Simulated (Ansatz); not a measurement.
## GaN (F-43m): G0W0 under other settings

Aim: change settings of a G0W0 run on GaN (F-43m) and see what moves.

Main program and level: Ansatz 0.2.0; G0W0 on PBE, plane waves, PAW; PAW set soft_1.

**1. The starting structure**

Symmetry: F-43m, No. 216, cubic system. Conventional cell: a = 4.507 Å, b = 4.507 Å, c = 4.507 Å, α = 90.00°, β = 90.00°, γ = 90.00°. Ga has 4 N at 1.95 Å nearest. N has 4 Ga at 1.95 Å nearest. Farther neighbours and most contacts between anions are not listed.

The cell and positions are those that the Materials Project relaxed with its own functionals (PBE, PBE+U or r2SCAN), kept fixed. This is not the form that GaN usually takes at ambient conditions.

**2. The base run: 6×6×6 mesh, 18 empty bands, screening to 50 eV, PAW set soft_1 files**

Now the one-shot GW correction: screening in the RPA, then the self-energy of the levels asked for. This step takes PAW set soft_1 files.

input.yaml reads:

```yaml
crystal:
  lattice:
    - [0.0, 2.2535006075, 2.2535006075]
    - [2.2535006075, 0.0, 2.2535006075]
    - [2.2535006075, 2.2535006075, 0.0]
  atoms:
    - { symbol: Ga, position: [0.0, 0.0, 0.0] }
    - { symbol: "N", position: [0.75, 0.75, 0.75] }
kpoints:
  mp_grid: { grid: [6, 6, 6] }
hamiltonian:
  xc: pbe
  pseudopotentials: { kind: paw, azcp: { folder: soft_1 } }
scf:
  occupations: { method: fixed }
gw:
  n_empty_bands: 18
  ecut_chi: 50
  qp_bands: [v2, c2]
  qp_kpoints: band_edges
  screening: { model: contour_deformation }
```

Run with:

```bash
$ ansatz run input.yaml --threads 3 --pin off --max-ram 92160MiB --backend cuda --events-out ev --progress --plain --runs-dir out --devices 1 --max-vram 13GiB
```

Numbers of over 12 decimals in the logs are rounded to 6 here.

Log:

```text
GPUs: using 1 of 1 available (devices: 1).
Engine: ansatz 0.2.0, x86_64-unknown-linux-gnu
Pseudopotentials: kind: paw
Pseudopotential: Ga, paw, valence charge 13, recommended cutoff 420 eV (normal), soft_1/Ga.paw.azcp
Pseudopotential: N, paw, valence charge 5, recommended cutoff 420 eV (normal), soft_1/N.paw.azcp
Functional definition: PBE
  parameter kappa = 0.804
  parameter beta = 0.066725
  exchange = pbe_x(kappa = kappa, mu = beta*pi^2/3)
  correlation = pbe_c(beta = beta)
device memory: the entry about to start is reckoned to put 0.4 GiB on a device that reports 29.1 GiB free (of which the cap on the GPU budget leaves the run 13.0 GiB)
GPU FFT provider: cuFFT
GPU libraries: cuBLAS 13.8.2, cuFFT 12.4.0, cuSOLVER 12.3.4
Crystal: 2 atoms, lattice volume = 22.888 Å³
Basis set: ecut = 420 eV, 459 PW (Γ)
Bands: 13, of which v1, the nominal top of the filled ones, is band 9 counted from 1 (8 counted from 0)
Symmetry: 24 space group operations
Space group: F-43m (ITA 216), of the structure as read, at distance tolerance 2.8e-5 Å
k-points: 16 of 216 (time reversal used)
Non-local potential: Ga, projectors of the file, l = 0: 2, l = 1: 2, l = 2: 3, l = 3: 1
Non-local potential: N, projectors of the file, l = 0: 2, l = 1: 2, l = 2: 1
PAW form: soft (Blöchl's): semilocal exchange-correlation on the pseudo side does not see the compensation charge
PAW one-centre angular grid: Ga, 590 points (default); XC on 64 Gauss nodes
PAW one-centre angular grid: N, 110 points (default); XC on 64 Gauss nodes
Initial density: superposition of atomic densities (chi_scale 0.1, normalization cell, long waves kept (reshape's long-wave potential 0.00 eV rms))
Initial wavefunctions: pseudopotential atomic-orbital guess
GPU buffer pool allocated for 13824 grid points (all kernels)
GPU transforms: local potential and band sums: pruned to the plane-wave sphere, on 24×24×24
Functional: x = pbe(κ = 0.804, μ = 0.219515), c = pbe(β = 0.066725)
SCF iter   1: F=—  HF=-4168.580142 eV  |F-HF|=—  |Δ(HF+E_count)|=         —  Δρ=1.12e-1  dr2=2.52e0  ethr=3.10e-3  ⟨swp⟩=4.0  Hψ=971  notcnv=0  defer=23
preconditioner: auto → none  [insulator: Δε(μ)=2.563 eV  Ē_g=19.108 eV  n_scr=8 (ndim 8)  ℏωp=32.9 eV  f_vac=0.000  ε∞_Penn≈4.0]
SCF iter   2: F=—  HF=-4168.026373 eV  |F-HF|=—  |Δ(HF+E_count)|=   5.54e-1  Δρ=6.15e-2  dr2=5.31e-1  ethr=3.10e-3  ⟨swp⟩=2.1  Hψ=527  notcnv=0  defer=4
SCF iter   3: F=—  HF=-4167.903265 eV  |F-HF|=—  |Δ(HF+E_count)|=   1.23e-1  Δρ=2.05e-2  dr2=4.69e-2  ethr=2.95e-3  ⟨swp⟩=2.0  Hψ=377  notcnv=0  defer=30
SCF iter   4: F=—  HF=-4167.901265 eV  |F-HF|=—  |Δ(HF+E_count)|=   2.00e-3  Δρ=7.85e-3  dr2=6.34e-3  ethr=2.61e-4  ⟨swp⟩=2.0  Hψ=370  notcnv=0  defer=30
[...]
k-point 2: bands = [... 5 lower, -3.0440, 4.2865, 8.8919, 8.8919, 14.1041, 18.2822, 20.2797, 20.2797]
  k-point 15: bands = [... 5 lower, -1.6207, 3.8140, 6.2140, 6.2161, 14.9389, 17.5514, 20.9493, 20.9996]
--- G₀W₀: contour deformation, 6 samples at zero and on the imaginary axis and 3 off it, 216 q-points, 18 empty bands' worth ---
  eigenvalues of the whole cell's RPA ε∞ on this k-mesh (on a slab, of 1 + 4πα/V) = 6.8046, 6.8046, 6.8046; static W/v taken at q = 0 is 0.146959
  bands read: the sum over 27 bands ends inside a degenerate multiplet in 2 slots, whose members it reads at an even weight; the widest, k=0: bands 27 to 29 (counted from 1) at 1/3 each
  gw.qp_kpoints: band_edges: 8 of 16 stored k-points solved, in 1 pass; an edge of the gap read off the rows below is read off those points alone
    valence top: of the k-points left out ik 4 came nearest to being solved in a further pass, in band 8 (counted from 1, as in the quasiparticle table): it holds the edge there only if its correction is more favourable than any solved in that band by at least 0.790 eV; those differ by 0.445 eV
    conduction bottom: of the k-points left out ik 4 came nearest to being solved in a further pass, in band 10 (counted from 1, as in the quasiparticle table): it holds the edge there only if its correction is more favourable than any solved in that band by at least 1.714 eV; those differ by 0.809 eV
  `?` marks the rows in doubt; gw_qp.tsv's column doubts and the gw_qp event give each row's grounds
    ik  band        ε_KS         Σx   Σc(E_QP)       V_xc       Z   E_QP_lin       E_QP  E_QP is
     0     8      9.6432   -23.8986     3.6136   -20.2668  0.7720     9.6250     9.6250  root
     0     9      9.6432   -23.8986     3.6136   -20.2668  0.7720     9.6250     9.6250  root
     0    10     11.3598   -11.4771    -3.3785   -15.7129  0.8058    12.2323    12.2171  root
     0    11     19.9572    -7.8736    -4.7699   -13.9060  0.7918    21.2756    21.2196  root
     1     8      9.3721   -23.6003     3.6695   -19.8786  0.7708     9.3198     9.3199  root
     1     9      9.3721   -23.6003     3.6695   -19.8786  0.7708     9.3198     9.3199  root
     1    10     12.9712   -11.7743    -3.4349   -16.2814  0.7957    14.0731    14.0435  root
     1    11     18.9074    -8.2737    -4.7465   -14.2986  0.7878    20.2469    20.1858  root
[...]
2    11     18.2822    -8.9725    -4.9983   -15.2928  0.7662    19.6761    19.6041  root ?
[...]
3    11     18.3668    -8.9808    -5.2580   -15.5284  0.7456    19.7213    19.6563  root ?
[...]
8    11     18.3090    -9.2084    -4.6759   -15.1925  0.7858    19.6829    19.6172  root ?
[...]
9    11     16.6160   -10.1652    -4.4011   -15.9556  0.7977    18.0849    18.0053  root ?
[...]
12    11     16.3074    -9.8784    -4.2471   -15.3649  0.8051    17.5982    17.5467  root
    14     8      5.9304   -21.2116     4.2580   -16.4901  0.7425     5.4605     5.4669  root
    14     9      7.2735   -21.4482     3.9667   -17.1657  0.7584     6.9554     6.9576  root
    14    10     16.1655    -9.3431    -4.1805   -14.4192  0.7888    17.0829    17.0611  root
    14    11     17.1580   -10.6567    -4.7813   -16.9566  0.7755    18.8116    18.6767  root ?
[key lines of the parts left out:]
SCF converged after 7 iterations
Free energy (F): -4167.898508 eV
Fermi energy:    9.643192 eV
```

Wall time 9 s (1 × NVIDIA H100 80GB HBM3 (shared by 6 runs) with 3 threads of AMD EPYC 7R13 (Zen 3), shared host); peak memory 0.97 GiB.

Numbers from this step:

```
bands summed                                 : 27
RPA ε∞ on this mesh (eigenvalues)            : 6.805, 6.805, 6.805
plane waves in the screening matrix          : 15
q-points in the mesh                         : 216
G0W0 gap on the mesh                         : 2.592 eV
k of the valence top                         : 0, 0, 0
k of the conduction bottom                   : 0, 0, 0
starting gap on the mesh                     : 1.717 eV
Z at the valence top                         : 0.7720
Z at the conduction bottom                   : 0.8058
least direct G0W0 gap on the computed points : 2.592 eV
```

The gap on the mesh goes from 1.72 eV to 2.59 eV, a correction of +0.88 eV. Between the two edge states, bare exchange in place of the xc potential would open the gap by 7.87 eV, and correlation takes back 6.99 eV.

**3. Variant: no symmetry**

input.yaml: that of step 2 with these lines changed.

```diff
@@ -8,2 +8,3 @@
     - { symbol: "N", position: [0.75, 0.75, 0.75] }
+  symmetry: { detect: false }
 kpoints:
@@ -16,4 +17,4 @@
 gw:
-  n_empty_bands: 18
-  ecut_chi: 50
+  n_empty_bands: 24
+  ecut_chi: 60
   qp_bands: [v2, c2]
```

Log:

```text
GPUs: using 1 of 1 available (devices: 1).
[...]
GPU FFT provider: cuFFT
GPU libraries: cuBLAS 13.8.2, cuFFT 12.4.0, cuSOLVER 12.3.4
Crystal: 2 atoms, lattice volume = 22.888 Å³
Basis set: ecut = 420 eV, 459 PW (Γ)
Bands: 13, of which v1, the nominal top of the filled ones, is band 9 counted from 1 (8 counted from 0)
Symmetry: 1 space group operations
k-points: 112 of 216 (time reversal used)
[...]
GPU buffer pool allocated for 13824 grid points (all kernels)
[...]
SCF iter   1: F=—  HF=-4168.580139 eV  |F-HF|=—  |Δ(HF+E_count)|=         —  Δρ=1.12e-1  dr2=2.52e0  ethr=3.10e-3  ⟨swp⟩=4.0  Hψ=6773  notcnv=0  defer=179
[...]
SCF iter   7: F=-4167.898508 eV  HF=-4167.898508 eV  |F-HF|=3.82e-8  |Δ(HF+E_count)|=   5.92e-7  Δρ=2.58e-5  dr2=6.64e-8  ethr=5.56e-10  ⟨swp⟩=3.9  Hψ=6873  notcnv=0
SCF 1 converged in 7 iterations: F = -4167.898508 eV  dr2 = 6.64e-8
[...]
NSCF: frozen V_eff on 112 k-points, pencils in batches of 32, up to order 52
[...]
G₀W₀ screening: q 1/112
[... further progress lines ...]
[...]
NSCF: frozen V_eff on 1 k-points
[...]
SCF converged after 7 iterations
Free energy (F): -4167.898508 eV
[...]
Internal energy: -4167.898508 eV  (E = F + TS)
E sigma→0 (E₀):  -4167.898508 eV
Fermi energy:    9.643210 eV
[...]
--- Band table (eV; the first three rows and the last of 112) ---
  k-point 0: bands = [... 5 lower, -3.5295, 9.6432, 9.6432, 9.6432, 11.3598, 19.9572, 19.9572, 19.9572]
[...]
1    11     18.9074    -8.2737    -4.8826   -14.2986  0.7868    20.0919    20.0496  root
[...]
36    11     17.1580   -10.6567    -4.8846   -16.9566  0.7741    18.6662    18.5734  root ?
[...]
43    11     17.1580   -10.6567    -4.8846   -16.9566  0.7741    18.6662    18.5734  root ?
[...]
46    11     17.1580   -10.6567    -4.8846   -16.9566  0.7741    18.6662    18.5734  root ?
[...]
53    11     17.1580   -10.6567    -4.8846   -16.9566  0.7741    18.6662    18.5734  root ?
[...]
66    11     17.1580   -10.6567    -4.8846   -16.9566  0.7741    18.6662    18.5734  root ?
[...]
78    11     17.1580   -10.6567    -4.8846   -16.9566  0.7741    18.6662    18.5734  root ?
[...]
81    11     17.1580   -10.6567    -4.8846   -16.9566  0.7741    18.6662    18.5734  root ?
[...]
83    11     17.1580   -10.6567    -4.8846   -16.9566  0.7741    18.6662    18.5734  root ?
[...]
85    11     17.1580   -10.6567    -4.8846   -16.9566  0.7741    18.6662    18.5734  root ?
[...]
90    11     17.1580   -10.6567    -4.8846   -16.9566  0.7741    18.6662    18.5734  root ?
[...]
101    11     17.1580   -10.6567    -4.8846   -16.9566  0.7741    18.6662    18.5734  root ?
[...]
106    11     17.1580   -10.6567    -4.8846   -16.9566  0.7741    18.6662    18.5734  root ?
[...]
111     8      8.6759   -22.8716     3.7307   -18.9298  0.7658     8.4641     8.4649  root
   111     9      8.6759   -22.8716     3.7307   -18.9298  0.7658     8.4641     8.4649  root
   111    10     14.2786   -10.1040    -4.1480   -15.2776  0.8063    15.3309    15.3042  root
   111    11     18.3668    -8.9808    -5.3743   -15.5284  0.7441    19.5885    19.5401  root
```

It took 88 s on 1 × NVIDIA H100 80GB HBM3 (shared by 6 runs) with 3 threads; peak memory 0.99 GiB; 99 s of CPU time.

The G0W0 gap on the mesh is 2.646 eV.

Against the base:

```
              setting  base  variant
          empty bands    18       24
screening cutoff (eV)    50       60
   symmetry detection     -    false
```

```
                                    quantity  variant   base
                    starting gap on the mesh    1.717  1.717
                        G0W0 gap on the mesh    2.646  2.592
least direct G0W0 gap on the computed points    2.646  2.592
                        Z at the valence top    0.770  0.772
                  Z at the conduction bottom    0.804  0.806
```

**4. What came out**

| Item | Value |
| --- | --- |
| base | 2.59 eV, 9 s |
| no symmetry | 2.65 eV, 88 s |

What this shows: No symmetry: the gap moves by +0.05 eV and the time by a factor of 9.7. The variant differs from the base in empty bands, screening cutoff and symmetry detection together, so the change can't be laid to one of them. Symmetry itself changes the cost, not the physics. All runs here use a coarse mesh and modest cutoffs; they test settings and are not final values. The many-body steps are scalar-relativistic: spin-orbit coupling is not in them.

[Paths, hosts, dates, memory and timing lines, banners, echoed tables and standing remarks are left out of the program output.]

[Logs are printed without paths, hosts, clocks, repeated set-up lines and the standing remarks that a program may print on its own settings, such as how far it seeks lower states.]

[Runs of the session that timed out or met a known fault of the program may be left out.]

[Cells called generated may have been cut or substituted from an entry of the Crystallography Open Database or the Materials Project.]

[Hosts, paths, dates, database ids (printed as entryN), source tags and the programs' standing remarks are cut or masked in the printed files.]
